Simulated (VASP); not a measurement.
# CdSe (P6_3mc) in VASP: a series of runs, part 2 of 2

VASP 6.6.1. Earlier steps stand in the parts before.

## 3. Relaxation of cell and atoms, r2SCAN

The input, INCAR:

```
SYSTEM = CdSe
ALGO     = Normal         ! electronic algorithm
EDIFF    = 1E-6           ! SCF threshold, eV
EDIFFG   = -0.005         ! ionic threshold
ENCUT    = 600            ! plane-wave cutoff, eV
IBRION   = 2              ! ionic algorithm
ISIF     = 3              ! what is computed and relaxed
ISMEAR   = 0              ! smearing method
KPAR     = 4            
LASPH    = .TRUE.         ! aspherical terms in the spheres
LCHARG   = .FALSE.        ! write CHGCAR
LMIXTAU  = .TRUE.       
LREAL    = .FALSE.        ! projectors in reciprocal space
LWAVE    = .FALSE.        ! write WAVECAR
METAGGA  = R2SCAN         ! meta-GGA
NELM     = 120            ! most SCF steps
NSW      = 80             ! ionic steps
PREC     = Accurate       ! precision mode
SIGMA    = 0.02           ! smearing width, eV
```

The input, KPOINTS:

```
k-points
0
G
  8 8 5
  0 0 0
```

The input, POSCAR:

```
CdSe                                    
1.0
    4.3452997793      0.0000000000      0.0000000000
   -2.1726498897      3.7631399326     -0.0000000000
    0.0000000000      0.0000000000      7.0867644160
  Cd              Se            
     2     2
Direct
     0.6666666699999979    0.3333333300000021    0.4999760713256823
     0.3333333300000021    0.6666666699999979    0.9999760713256822
     0.6666666699999979    0.3333333300000021    0.8758839286743136
     0.3333333300000021    0.6666666699999979    0.3758839286743136
```

Potentials or basis: VASP PAW PBE potentials, release 64 (Cd, Se).

The run is started by

```bash
$ cat potpaw_PBE.64/Cd/POTCAR potpaw_PBE.64/Se/POTCAR > POTCAR
$ mpirun -np 4 vasp_std > vasp.out
```

OUTCAR:

```text
SYSTEM = CdSe
   EDIFF = 1E-6
   EDIFFG = -0.005
   ENCUT = 600
   IBRION = 2
   ISIF = 3
   ISMEAR = 0
   LASPH = .TRUE.
   LREAL = .FALSE.
   METAGGA = R2SCAN
   NELM = 120
   NSW = 80
   PREC = Accurate

 ion  position               nearest neighbor table
   1  0.667  0.333  0.500-   4 2.66   4 2.66   4 2.66   3 2.66
   2  0.333  0.667  1.000-   3 2.66   3 2.66   3 2.66   4 2.66
   3  0.667  0.333  0.876-   2 2.66   2 2.66   2 2.66   1 2.66
   4  0.333  0.667  0.376-   1 2.66   1 2.66   1 2.66   2 2.66

  LATTYP: Found a hexagonal cell.
 ALAT       =     4.3452997793
 C/A-ratio  =     1.6309034534

  Lattice vectors:

 A1 = (   4.3452997793,   0.0000000000,   0.0000000000)
 A2 = (  -2.1726498897,   3.7631399326,   0.0000000000)
 A3 = (   0.0000000000,   0.0000000000,   7.0867644160)

Analysis of symmetry for initial positions (statically):
=====================================================================
 Subroutine PRICEL returns:
 Original cell was already a primitive cell.

 Routine SETGRP: Setting up the symmetry group for a
 hexagonal supercell.

 Subroutine GETGRP returns: Found 12 space group operations
 (whereof  6 operations were pure point group operations)
 out of a pool of 24 trial point group operations.

The static configuration has the point symmetry C_3v.
 The point group associated with its full space group is C_6v.

Analysis of symmetry for dynamics (positions and initial velocities):
=====================================================================
 Subroutine PRICEL returns:
 Original cell was already a primitive cell.

 Routine SETGRP: Setting up the symmetry group for a
 hexagonal supercell.

 Subroutine GETGRP returns: Found 12 space group operations
 (whereof  6 operations were pure point group operations)
 out of a pool of 24 trial point group operations.

The dynamic configuration has the point symmetry C_3v.
 The point group associated with its full space group is C_6v.

 Subroutine INISYM returns: Found 12 space group operations
 (whereof  6 operations are pure point group operations),
 and found     1 'primitive' translations

----------------------------------------------------------------------------------------

                                     Primitive cell

  volume of cell :     115.8826

  direct lattice vectors                    reciprocal lattice vectors
     4.345299779  0.000000000  0.000000000     0.230133719  0.132867767  0.000000000
    -2.172649890  3.763139933  0.000000000     0.000000000  0.265735534  0.000000000
     0.000000000  0.000000000  7.086764416     0.000000000  0.000000000  0.141108119

  length of vectors
     4.345299779  4.345299724  7.086764416     0.265735531  0.265735534  0.141108119

  position of ions in fractional coordinates (direct lattice)
     0.666666670  0.333333330  0.499976071
     0.333333330  0.666666670  0.999976071
     0.666666670  0.333333330  0.875883929
     0.333333330  0.666666670  0.375883929

  ion indices of the primitive-cell ions
   primitive index   ion index
                 1           1
                 2           2
                 3           3
                 4           4

[... 30 lines left out ...]
  0.250000  0.000000  0.000000      6.000000
  0.375000 -0.000000  0.000000      6.000000
  0.500000  0.000000  0.000000      3.000000
  0.125000  0.125000  0.000000      6.000000
[... 16 lines left out ...]
  0.250000  0.000000  0.400000     12.000000
  0.375000 -0.000000  0.400000     12.000000
 [... further k-points ...]
   k-points           NKPTS =     30   k-points in BZ     NKDIM =     30   number of bands    NBANDS=     22
   number of dos      NEDOS =    301   number of ions     NIONS =      4
   total plane-waves  NPLWV =  77760
   dimension x,y,z NGX =    36 NGY =   36 NGZ =   60
   dimension x,y,z NGXF=    72 NGYF=   72 NGZF=  120
   ions per type =               2   2
   NGX,Y,Z   is equivalent  to a cutoff of  13.77, 13.77, 14.08 a.u.
   NGXF,Y,Z  is equivalent  to a cutoff of  27.55, 27.55, 28.15 a.u.
 SYSTEM =  CdSe
   PREC   = accura    normal or accurate (medium, high low for compatibility)
   ISTART =      0    job   : 0-new  1-cont  2-samecut
   ICHARG =      2    charge: 1-file 2-atom 10-const
   ISPIN  =      1    spin polarized calculation?
   LNONCOLLINEAR =      F non collinear calculations
   LSORBIT =      F    spin-orbit coupling
   LASPH  =      T    aspherical Exc in radial PAW
   ENCUT  =  600.0 eV  44.10 Ry    6.64 a.u.   8.68  8.68 14.15*2*pi/ulx,y,z
   NELM   =    120;   NELMIN=  2; NELMDL= -5     # of ELM steps
   EDIFF  = 0.1E-05   stopping-criterion for ELM
   LREAL  =      F    real-space projection
   EDIFFG = -.5E-02   stopping-criterion for IOM
   NSW    =     80    number of steps for IOM
   IBRION =      2    ionic relax: 0-MD 1-quasi-New 2-CG
   NFREE  =      1    steps in history (QN), initial steepest desc. (CG)
   ISIF   =      3    stress and relaxation
   ISYM   =      2    0-nonsym 1-usesym 2-fastsym
   POTIM  = 0.5000    time-step for ionic-motion
   TEBEG  =    0.0;   TEEND  =   0.0 temperature during run
   PSTRESS=    0.0 pullay stress
   NELECT =      36.0000    total number of electrons
   NUPDOWN=      -1.0000    fix difference up-down
   EMIN   =  10.00;   EMAX   =-10.00  energy-range for DOS
   EFERMI =   0.00;   METHOD = LEGACY
   ISMEAR =     0;   SIGMA  =   0.02  broadening in eV -4-tet -1-fermi 0-gaus
   EFERMI_NEDOS =   21; number of points for ismear=-14 and -15
   IALGO  =     38    algorithm
   IMIX   =      4    mixing-type and parameters
     AMIX     =   0.40;   BMIX     =  1.00
     AMIX_MAG =   1.60;   BMIX_MAG =  1.00
  volume/ion in A,a.u.               =      28.97       195.50
  Fermi-wavevector in a.u.,A,eV,Ry     =   1.108757  2.095247 16.726208  1.229342
  Thomas-Fermi vector in A             =   2.245288
   LORBIT       =      0    0 simple, 1 ext, 2 COOP (PROOUT), +10 PAW based schemes
   METAGGA = R2SCAN    functional components
   LHFCALC =     F    Hartree Fock is set to
   AEXX    =    0.0000 exact exchange contribution
   IVDW    =     0    specifies the selected vdW correction
   LEPSILON=     F    determine dielectric tensor
   LRPA    =     F    only Hartree local field effects (RPA)
 conjugate gradient relaxation of ions
 non-spin polarized calculation
 Gauss-broadening in eV      SIGMA  =   0.02
  energy-cutoff  :      600.00
  volume of cell :      115.88
 maximum number of plane-waves:      3897
 NGX is ok and might be reduce to    36
   NGX = 17   NGY = 17   NGZ = 29

 number of electron      36.0000008 magnetization

 Free energy of the ion-electron system (eV)
  ---------------------------------------------------
  ext. energy  EPLUGINS =         0.00000000
  ---------------------------------------------------
  free energy    TOTEN  =       -71.83405441 eV

  energy without entropy =      -71.83405441  energy(sigma->0) =      -71.83405441

 E-fermi :   0.5586     XC(G=0):  -9.2801

 val. band max:        0.4152398507   @ k =   0.0000   0.0000   0.0000
 cond. band min:       1.5005482151   @ k =   0.0000   0.0000   0.0000
 fundamental gap:      1.0853083644
 Fermi energy:         0.5586396625

 k-point     1 :       0.0000    0.0000    0.0000
  band No.  band energies     occupation
      1     -12.4434      2.00000
      2     -12.0843      2.00000
      3      -7.6497      2.00000
      4      -7.6440      2.00000
      5      -7.6440      2.00000
      6      -7.5762      2.00000
[... 589 lines left out ...]
     21       5.6810      0.00000
     22       5.9702      0.00000

 [... further k-points ...]

------------------------ aborting loop because EDIFF is reached ----------------------------------------

  FORCE on cell =-STRESS in cart. coord.  units (eV):
  Direction    XX          YY          ZZ          XY          YZ          ZX
  --------------------------------------------------------------------------------------
  -------------------------------------------------------------------------------------
  Total        0.0069281      0.0069281      0.0086256     -0.0000000      0.0000000      0.0000000
  in kB        0.0957871      0.0957871      0.1192560     -0.0000000      0.0000000      0.0000000
  external PRESSURE =       0.1036101 kB  Pullay stress =       0.0000000 kB

 VOLUME and BASIS-vectors are now :
 -----------------------------------------------------------------------------
  energy-cutoff  :      600.00
  volume of cell :      115.88
      direct lattice vectors                 reciprocal lattice vectors
     4.345299779  0.000000000  0.000000000     0.230133719  0.132867767  0.000000000
    -2.172649890  3.763139933  0.000000000     0.000000000  0.265735534  0.000000000
     0.000000000  0.000000000  7.086764416     0.000000000  0.000000000  0.141108119

 POSITION                                       TOTAL-FORCE (eV/Angst)
 -----------------------------------------------------------------------------------
      2.17265      1.25438      3.54321         0.000000     -0.000000      0.000274
     -0.00000      2.50876      7.08659        -0.000000      0.000000      0.000274
      2.17265      1.25438      6.20718         0.000000     -0.000000     -0.000274
     -0.00000      2.50876      2.66380        -0.000000     -0.000000     -0.000274
 -----------------------------------------------------------------------------------
    total drift:                               -0.000013      0.000007     -0.003238

  FREE ENERGIE OF THE ION-ELECTRON SYSTEM (eV)
  ---------------------------------------------------
  free  energy   TOTEN  =       -71.8340544055 eV

  energy  without entropy=      -71.8340544055  energy(sigma->0) =      -71.83405441

 reached required accuracy - stopping structural energy minimisation
```

Run time: 3.8 min. Hardware: 4 MPI ranks of AMD EPYC 7R13 (Zen 3), shared host; peak memory 0.32 GiB.

Results:

| Quantity | Value |
| --- | --- |
| Free energy | -71.8341 eV |
| Pressure after relaxing | 0.0 GPa |
| Band gap on the k mesh | 1.09 eV, direct |

Final structure:
```xyz
4
Lattice="4.3453 0.0000 0.0000 -2.1726 3.7631 0.0000 0.0000 0.0000 7.0868" Properties=species:S:1:pos:R:3 pbc="T T T"
Cd    2.1727    1.2544    3.5432
Cd    0.0000    2.5088    7.0866
Se    2.1727    1.2544    6.2072
Se    0.0000    2.5088    2.6638
```

Levels at points of the mesh, in eV from the valence-band top:
```csv
k point,band 16,band 17,band 18,band 19,band 20,band 21
"(0.00, 0.00, 0.00)",-0.04,0.00,0.00,1.09,2.63,6.38
"(0.50, 0.00, 0.00)",-1.79,-1.27,-0.73,3.62,3.71,5.09
```

Caveat: the relaxation stopped at its first step, so nothing moved; the PAW data sets were made with another functional, which shifts forces and pressure a little.
